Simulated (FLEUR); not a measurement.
## BaF2 (Frankdicksonite) under changes of volume

One of the cells (19.862 Å³/atom); the others are scaled copies at fixed shape and fractional positions:

```xyz
3
Lattice="0.0000 3.1000 3.1000 3.1000 0.0000 3.1000 3.1000 3.1000 0.0000" Properties=species:S:1:pos:R:3 pbc="T T T"
Ba    0.0000    0.0000    0.0000
F     4.6501    4.6501    4.6501
F     1.5500    1.5500    1.5500
```

```yaml
Program: FLEUR MaX-R8.1 (later development tree)
Functional: PBE
Potentials_or_basis: all-electron
Basis: FLAPW
Kmax: 4.1 1/bohr
k_mesh: 8 × 8 × 8
Occupations: fermi-dirac, width 0.05 eV
Spin: no spin polarisation
```

```csv
volume (Å³/atom),energy over the lowest point (meV/atom),gap on the mesh (eV)
18.670,26.24,7.10
19.067,14.47,7.00
19.464,6.47,6.91
19.862,1.74,6.82
20.259,0.00,6.74
20.656,0.98,6.65
21.053,?,?
```

Q: What does the run at 21.053 Å³/atom give?

A: Energy over the lowest point 4.28 meV/atom; gap on the mesh 6.56 eV.

Worked out: A Birch-Murnaghan fit of order 3 (a polynomial in V^(-2/3)) to the other rows has its minimum at 20.31 Å³/atom with B0 = V·E''(V) = 54 GPa and B' = 4.5. It gives 4.34 meV/atom at 21.053 Å³/atom, against the run's 4.28. A straight line through the other rows of the gap, of slope -4.41 eV per unit of ln V, extrapolates to 6.57 eV, against the run's 6.56.

Energies are extrapolated to zero smearing.

Caveats: spin-orbit coupling is left out, which moves the levels of the heavy elements.

A mesh can miss the band edges.
